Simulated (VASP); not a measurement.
# C19O in VASP: notebook

One slab, C19O, is run at these levels: PBEsol; tasks: single point.

Program: VASP 6.6.1. These are calculated values, not measurements. Logs are shortened: lines on timing, memory, paths and dates and some standing lists are left out, and cuts for length are marked.

### Step 1. Starting point

The cell holds a slab with vacuum, 20 atoms: a = 7.398 Å, b = 7.398 Å, c = 13.000 Å, α = 90.00°, β = 90.00°, γ = 120.00°.

The cell was built by a generator and needn't be a form met in nature.

### Step 2. Single point, PBEsol

File INCAR:

```
ALGO = Fast ; EDIFF = 1E-6
ENCUT = 520 ; GGA = PS
ISIF = 2 ; ISMEAR = 0
LASPH = True ; LCHARG = False
LREAL = Auto ; LWAVE = False
NBANDS = 57 ; NELM = 80
PREC = Accurate ; SIGMA = 0.02
```

File KPOINTS:

```
k-points
0
Gamma
  2 2 1
```

File POSCAR:

```
C19O
1.0
    7.3980000000      0.0000000000      0.0000000000
   -3.6990000000      6.4068560000      0.0000000000
    0.0000000000      0.0000000000     13.0000000000
C O
19 1
Direct
   -0.0036796115      0.0011395605      0.0657433077
    0.2177411556      0.1118718760      0.0657654615
   -0.0049667854      0.3346087379      0.0657922308
    0.2190646434      0.4466278000      0.0657928462
   -0.0035728021      0.6692618033      0.0657853846
    0.2176386331      0.7798455280      0.0657725385
    0.3283466068      0.0012666119      0.0657629231
    0.5523917508      0.1132866105      0.0657625385
    0.3297828138      0.3359143705      0.0657841538
    0.5509966721      0.4465413301      0.0657866923
    0.3296704859      0.6678419181      0.0657761538
    0.5511006806      0.7785373981      0.0657361538
    0.6631032417      0.0025622552      0.0657173846
    0.8843338859      0.1131714214      0.0657546154
    0.6629952065      0.3345135274      0.0657993077
    0.8844329518      0.4452278934      0.0658036154
    0.6617258703      0.6679553903      0.0657623077
    0.8857144340      0.7799600928      0.0657585385
    0.6563770383     -0.0639466534      0.3163180769
    0.5857280363      0.0107128988      0.3659801538
```

Potentials or basis: VASP PAW PBE potentials, release 64 (C, O).

Run with:

```
cat potpaw_PBE.64/C/POTCAR potpaw_PBE.64/O/POTCAR > POTCAR
mpirun -np 1 vasp_std > vasp.out
```

OUTCAR:

```text
EDIFF = 1E-6
   ENCUT = 520
   GGA = PS
   ISIF = 2
   ISMEAR = 0
   LASPH = True
   LREAL = Auto
   NELM = 80
   PREC = Accurate

 ion  position               nearest neighbor table
   1  0.996  0.001  0.066-  18 1.42   2 1.42  14 1.44
   2  0.218  0.112  0.066-   7 1.42   1 1.42   9 1.44
   3  0.995  0.335  0.066-  16 1.42  14 1.42   4 1.44
   4  0.219  0.447  0.066-  11 1.42   9 1.42   3 1.44
   5  0.996  0.669  0.066-   6 1.42  18 1.42  16 1.44
   6  0.218  0.780  0.066-   5 1.42   7 1.42  11 1.44
[... 10 lines left out ...]
  17  0.662  0.668  0.066-  12 1.42  10 1.42  18 1.44
  18  0.886  0.780  0.066-   1 1.42   5 1.42  17 1.44
  19  0.656  0.936  0.316-  20 1.13
  20  0.586  0.011  0.366-  19 1.13

  LATTYP: Found a hexagonal cell.
 ALAT       =     7.3980000000
 C/A-ratio  =     1.7572316842

  Lattice vectors:

 A1 = (   7.3980000000,   0.0000000000,   0.0000000000)
 A2 = (  -3.6990000000,   6.4068560000,   0.0000000000)
 A3 = (   0.0000000000,   0.0000000000,  13.0000000000)

Analysis of symmetry for initial positions (statically):
=====================================================================
 Subroutine PRICEL returns:
 Original cell was already a primitive cell.

 Routine SETGRP: Setting up the symmetry group for a
 hexagonal supercell.

 Subroutine GETGRP returns: Found  1 space group operations
 (whereof  1 operations were pure point group operations)
 out of a pool of 24 trial point group operations.

The static configuration has the point symmetry C_1 .

Analysis of symmetry for dynamics (positions and initial velocities):
=====================================================================
 Subroutine PRICEL returns:
 Original cell was already a primitive cell.

 Routine SETGRP: Setting up the symmetry group for a
 hexagonal supercell.

 Subroutine GETGRP returns: Found  1 space group operations
 (whereof  1 operations were pure point group operations)
 out of a pool of 24 trial point group operations.

The dynamic configuration has the point symmetry C_1 .

 Subroutine INISYM returns: Found  1 space group operations
 (whereof  1 operations are pure point group operations),
 and found     1 'primitive' translations

----------------------------------------------------------------------------------------

                                     Primitive cell

  volume of cell :     616.1730

  direct lattice vectors                    reciprocal lattice vectors
     7.398000000  0.000000000  0.000000000     0.135171668  0.078041398  0.000000000
    -3.699000000  6.406856000  0.000000000     0.000000000  0.156082796  0.000000000
     0.000000000  0.000000000 13.000000000     0.000000000  0.000000000  0.076923077

  length of vectors
     7.398000000  7.398000054 13.000000000     0.156082797  0.156082796  0.076923077

  position of ions in fractional coordinates (direct lattice)
     0.996320389  0.001139561  0.065743308
     0.217741156  0.111871876  0.065765461
     0.995033215  0.334608738  0.065792231
     0.219064643  0.446627800  0.065792846
     0.996427198  0.669261803  0.065785385
     0.217638633  0.779845528  0.065772538
[... 12 lines left out ...]
     0.656377038  0.936053347  0.316318077
     0.585728036  0.010712899  0.365980154

  ion indices of the primitive-cell ions
   primitive index   ion index
                 1           1
                 2           2
                 3           3
                 4           4
                 5           5
                 6           6
[... 12 lines left out ...]
                19          19
                20          20

----------------------------------------------------------------------------------------

 KPOINTS: k-points

Automatic generation of k-mesh.
 Grid dimensions read from file:
 generate k-points for:    2    2    1

 Generating k-lattice:

  Cartesian coordinates                     Fractional coordinates (reciprocal lattice)
     0.067585834  0.039020699  0.000000000     0.500000000 -0.000000000  0.000000000
     0.000000000  0.078041398  0.000000000     0.000000000  0.500000000  0.000000000
     0.000000000  0.000000000  0.076923077     0.000000000  0.000000000  1.000000000

  Length of vectors
     0.078041399  0.078041398  0.076923077

  Shift w.r.t. Gamma in fractional coordinates (k-lattice)
     0.000000000  0.000000000  0.000000000

 Subroutine IBZKPT returns following result:
 ===========================================

 Found      4 irreducible k-points:

 Following reciprocal coordinates:
            Coordinates               Weight
  0.000000  0.000000  0.000000      1.000000
  0.500000  0.000000  0.000000      1.000000
  0.000000  0.500000  0.000000      1.000000
  0.500000  0.500000  0.000000      1.000000
   k-points           NKPTS =      4   k-points in BZ     NKDIM =      4   number of bands    NBANDS=     57
   number of dos      NEDOS =    301   number of ions     NIONS =     20
   total plane-waves  NPLWV = 307328
   dimension x,y,z NGX =    56 NGY =   56 NGZ =   98
   dimension x,y,z NGXF=   112 NGYF=  112 NGZF=  196
   ions per type =              19   1
   NGX,Y,Z   is equivalent  to a cutoff of  12.58, 12.58, 12.53 a.u.
   NGXF,Y,Z  is equivalent  to a cutoff of  25.17, 25.17, 25.06 a.u.
 SYSTEM =  unknown system
   PREC   = accura    normal or accurate (medium, high low for compatibility)
   ISTART =      0    job   : 0-new  1-cont  2-samecut
   ICHARG =      2    charge: 1-file 2-atom 10-const
   ISPIN  =      1    spin polarized calculation?
   LNONCOLLINEAR =      F non collinear calculations
   LSORBIT =      F    spin-orbit coupling
   LASPH  =      T    aspherical Exc in radial PAW
   ENCUT  =  520.0 eV  38.22 Ry    6.18 a.u.  13.76 13.76 24.17*2*pi/ulx,y,z
   NELM   =     80;   NELMIN=  2; NELMDL= -5     # of ELM steps
   EDIFF  = 0.1E-05   stopping-criterion for ELM
   LREAL  =      T    real-space projection
   EDIFFG = 0.1E-04   stopping-criterion for IOM
   NSW    =      0    number of steps for IOM
   IBRION =     -1    ionic relax: 0-MD 1-quasi-New 2-CG
   NFREE  =      0    steps in history (QN), initial steepest desc. (CG)
   ISIF   =      2    stress and relaxation
   ISYM   =      2    0-nonsym 1-usesym 2-fastsym
   POTIM  = 0.5000    time-step for ionic-motion
   TEBEG  =    0.0;   TEEND  =   0.0 temperature during run
   PSTRESS=    0.0 pullay stress
   NELECT =      82.0000    total number of electrons
   NUPDOWN=      -1.0000    fix difference up-down
   EMIN   =  10.00;   EMAX   =-10.00  energy-range for DOS
   EFERMI =   0.00;   METHOD = LEGACY
   ISMEAR =     0;   SIGMA  =   0.02  broadening in eV -4-tet -1-fermi 0-gaus
   EFERMI_NEDOS =   21; number of points for ismear=-14 and -15
   IALGO  =     68    algorithm
   IMIX   =      4    mixing-type and parameters
     AMIX     =   0.40;   BMIX     =  1.00
     AMIX_MAG =   1.60;   BMIX_MAG =  1.00
  volume/ion in A,a.u.               =      30.81       207.91
  Fermi-wavevector in a.u.,A,eV,Ry     =   0.835818  1.579468  9.504925  0.698592
  Thomas-Fermi vector in A             =   1.949440
   LORBIT       =      0    0 simple, 1 ext, 2 COOP (PROOUT), +10 PAW based schemes
   GGA     = PS    functional components
   LHFCALC =     F    Hartree Fock is set to
   AEXX    =    0.0000 exact exchange contribution
   IVDW    =     0    specifies the selected vdW correction
   LEPSILON=     F    determine dielectric tensor
   LRPA    =     F    only Hartree local field effects (RPA)
 non-spin polarized calculation
 RMM-DIIS sequential band-by-band and
 Gauss-broadening in eV      SIGMA  =   0.02
  energy-cutoff  :      520.00
  volume of cell :      616.17
 maximum number of plane-waves:     16651
 NGX is ok and might be reduce to    56
   NGX = 27   NGY = 27   NGZ = 49

 number of electron      82.0000001 magnetization

 Free energy of the ion-electron system (eV)
  ---------------------------------------------------
  ext. energy  EPLUGINS =         0.00000000
  ---------------------------------------------------
  free energy    TOTEN  =      -188.26919666 eV

  energy without entropy =     -188.26919647  energy(sigma->0) =     -188.26919656

 E-fermi :  -1.7554     XC(G=0):  -3.8897

 val. band max:       -1.8198958593   @ k =   0.0000   0.0000   0.0000
 cond. band min:      -1.6908594700   @ k =   0.0000   0.0000   0.0000
 fundamental gap:      0.1290363893
 Fermi energy:        -1.7553590303

 k-point     1 :       0.0000    0.0000    0.0000
  band No.  band energies     occupation
      1     -26.7355      2.00000
      2     -21.2368      2.00000
      3     -18.7002      2.00000
      4     -18.6950      2.00000
      5     -18.6310      2.00000
      6     -18.6256      2.00000
[... 45 lines left out ...]
     52       3.2199      0.00000
     53       3.2254      0.00000

 k-point     2 :       0.5000    0.0000    0.0000
  band No.  band energies     occupation
      1     -26.7354      2.00000
      2     -20.5833      2.00000
      3     -20.5809      2.00000
      4     -19.3129      2.00000
      5     -19.2636      2.00000
      6     -16.8185      2.00000
[... 45 lines left out ...]
     52       3.8998      0.00000
     53       4.5933      0.00000

 k-point     3 :       0.0000    0.5000    0.0000
  band No.  band energies     occupation
      1     -26.7354      2.00000
      2     -20.5839      2.00000
      3     -20.5802      2.00000
      4     -19.3133      2.00000
      5     -19.2632      2.00000
      6     -16.8194      2.00000
[... 45 lines left out ...]
     52       3.5978      0.00000
     53       3.9855      0.00000

 k-point     4 :       0.5000    0.5000    0.0000
  band No.  band energies     occupation
      1     -26.7354      2.00000
      2     -20.5859      2.00000
      3     -20.5783      2.00000
      4     -19.3131      2.00000
      5     -19.2634      2.00000
      6     -16.8185      2.00000
[... 45 lines left out ...]
     52       3.8989      0.00000
     53       4.5980      0.00000
 [bands above 53 left out]

------------------------ aborting loop because EDIFF is reached ----------------------------------------

  FORCE on cell =-STRESS in cart. coord.  units (eV):
  Direction    XX          YY          ZZ          XY          YZ          ZX
  --------------------------------------------------------------------------------------
  -------------------------------------------------------------------------------------
  Total       -1.4448646     -1.8387974      0.3177582     -0.3505320      0.2876194     -0.4552825
  in kB       -3.7569472     -4.7812541      0.8262371     -0.9114558      0.7478701     -1.1838287
  external PRESSURE =      -2.5706547 kB  Pullay stress =       0.0000000 kB

 VOLUME and BASIS-vectors are now :
 -----------------------------------------------------------------------------
  energy-cutoff  :      520.00
  volume of cell :      616.17
      direct lattice vectors                 reciprocal lattice vectors
     7.398000000  0.000000000  0.000000000     0.135171668  0.078041398  0.000000000
    -3.699000000  6.406856000  0.000000000     0.000000000  0.156082796  0.000000000
     0.000000000  0.000000000 13.000000000     0.000000000  0.000000000  0.076923077

 POSITION                                       TOTAL-FORCE (eV/Angst)
 -----------------------------------------------------------------------------------
      7.36656      0.00730      0.85466         0.200651     -0.134174      0.007420
      1.19703      0.71675      0.85495         0.013465     -0.245289      0.001167
      6.12354      2.14379      0.85530        -0.210038     -0.112596     -0.002181
     -0.03144      2.86148      0.85531         0.207097      0.127243      0.000153
      4.89597      4.28786      0.85521         0.018039      0.242889     -0.001631
     -1.27456      4.99636      0.85504        -0.226735      0.108932      0.001345
[... 12 lines left out ...]
      1.39342      5.99716      4.11213         0.766212     -0.455140     -0.591537
      4.29359      0.06864      4.75774        -0.763298      0.455923      0.602058
 -----------------------------------------------------------------------------------
    total drift:                               -0.009000      0.000844      0.016850

  FREE ENERGIE OF THE ION-ELECTRON SYSTEM (eV)
  ---------------------------------------------------
  free  energy   TOTEN  =      -188.2691966589 eV

  energy  without entropy=     -188.2691964703  energy(sigma->0) =     -188.26919656
```

Wall time 7.1 min (1 thread of AMD EPYC 7R43 (Zen 3), shared host); peak memory 0.62 GiB.

What came out:

```yaml
Free_energy: -188.2692 eV
Largest_force: 1.074 eV/Å
Band_gap_on_the_k_mesh: 0.13 eV, direct
```

Forces on the atoms (eV/Å):
```
C    0.201 -0.134  0.007
C    0.013 -0.245  0.001
C   -0.210 -0.113 -0.002
C    0.207  0.127  0.000
C    0.018  0.243 -0.002
C   -0.227  0.109  0.001
C   -0.214 -0.118  0.005
C    0.205  0.136 -0.004
C    0.009  0.248 -0.001
C   -0.218  0.115 -0.002
C    0.208 -0.127  0.003
C    0.020 -0.244 -0.017
C    0.019  0.242 -0.008
C   -0.220  0.113 -0.002
C    0.198 -0.132  0.000
C    0.007 -0.233  0.002
C   -0.229 -0.112  0.000
C    0.208  0.124  0.006
C    0.766 -0.455 -0.592
O   -0.763  0.456  0.602
```

Caveat: the k mesh is coarse (spacing up to 0.49 Å⁻¹), so the values aren't converged; the standard files for N, O and F lose accuracy on very short bonds; the PAW data sets were made with another functional, which shifts forces and pressure a little. As with any semilocal functional, this PBEsol gap is likely too small.

### Step 3. Single point, PBEsol

File INCAR:

```
PREC     = Accurate       # precision mode
ENCUT    = 520            # plane-wave cutoff, eV
EDIFF    = 1E-6           # SCF threshold, eV
ISMEAR   = 0              # smearing method
SIGMA    = 0.02           # smearing width, eV
LREAL    = Auto         
LASPH    = True           # aspherical terms in the spheres
NELM     = 100            # most SCF steps
ALGO     = Fast           # electronic algorithm
ISIF     = 2              # what is computed and relaxed
LWAVE    = False          # write WAVECAR
LCHARG   = False          # write CHGCAR
GGA      = PS             # functional
NBANDS   = 57             # bands
```

File KPOINTS:

```
regular mesh
0
Gamma
  2 2 1
```

File POSCAR:

```
C19O
1.0
    7.3980000000      0.0000000000      0.0000000000
   -3.6990000000      6.4068560000      0.0000000000
    0.0000000000      0.0000000000     13.0000000000
C O
19 1
Direct
   -0.0031028049      0.0012883074      0.0657311538
    0.2171660057      0.1114512329      0.0657651538
   -0.0053887954      0.3340356019      0.0657966154
    0.2194797889      0.4464648495      0.0657970000
   -0.0037296583      0.6696836951      0.0657860769
    0.2177846813      0.7804225661      0.0657860769
    0.3279233594      0.0006931637      0.0657796154
    0.5527998815      0.1131339615      0.0657663846
    0.3296323076      0.3363281460      0.0657788462
    0.5511528106      0.4471166513      0.0657803077
    0.3302310999      0.6679961279      0.0657833846
    0.5505336298      0.7781145698      0.0657317692
    0.6629496826      0.0029869565      0.0657127692
    0.8845011182      0.1137448696      0.0657511538
    0.6635675875      0.3346728879      0.0658001538
    0.8838618029      0.4448155226      0.0658058462
    0.6613221126      0.6673792887      0.0657543077
    0.8861355148      0.7798060390      0.0657493846
    0.7397103716     -0.0639466534      0.3163180769
    0.6690613697      0.0107128988      0.3659801538
```

Potentials or basis: VASP PAW PBE potentials, release 64 (C, O).

Run with:

```
cat potpaw_PBE.64/C/POTCAR potpaw_PBE.64/O/POTCAR > POTCAR
mpirun -np 1 vasp_std > vasp.out
```

Wall time 7.4 min (1 thread of AMD EPYC 7R43 (Zen 3), shared host); peak memory 0.62 GiB.

Results (log left out):

```yaml
Free_energy: -188.2788 eV
Largest_force: 1.062 eV/Å
Band_gap_on_the_k_mesh: 0.21 eV, direct
```

Forces on the atoms (eV/Å):
```
C   -0.014 -0.011  0.002
C    0.014  0.006  0.001
C    0.007  0.020  0.002
C   -0.019  0.005  0.000
C    0.018 -0.008 -0.001
C   -0.004 -0.020 -0.001
C    0.005  0.006  0.002
C   -0.017  0.009  0.000
C    0.011 -0.006  0.000
C    0.005 -0.019 -0.002
C   -0.021  0.002  0.001
C    0.014  0.012 -0.002
C    0.018 -0.014 -0.003
C    0.002 -0.019 -0.002
C   -0.020 -0.004  0.000
C    0.010  0.023  0.000
C    0.002  0.017  0.002
C   -0.010  0.001  0.001
C    0.748 -0.449 -0.605
O   -0.748  0.449  0.605
```

Levels at points of the mesh, in eV from the valence-band top:
```tsv
k point	band 38	band 39	band 40	band 41	band 42	band 43	band 44	band 45
(0.00, 0.00, 0.00)	-2.90	-2.90	0.00	0.00	0.21	0.21	2.40	2.41
(0.50, 0.00, 0.00)	-2.58	-2.54	-2.53	-2.26	1.75	2.35	2.39	2.59
(0.00, 0.50, 0.00)	-2.58	-2.54	-2.53	-2.26	1.74	2.35	2.38	2.59
(0.50, 0.50, 0.00)	-2.58	-2.54	-2.53	-2.26	1.75	2.36	2.39	2.59
```

Caveat: the k mesh is coarse (spacing up to 0.49 Å⁻¹), so the values aren't converged; the standard files for N, O and F lose accuracy on very short bonds; the PAW data sets were made with another functional, which shifts forces and pressure a little.

[end of part 1 of 2]
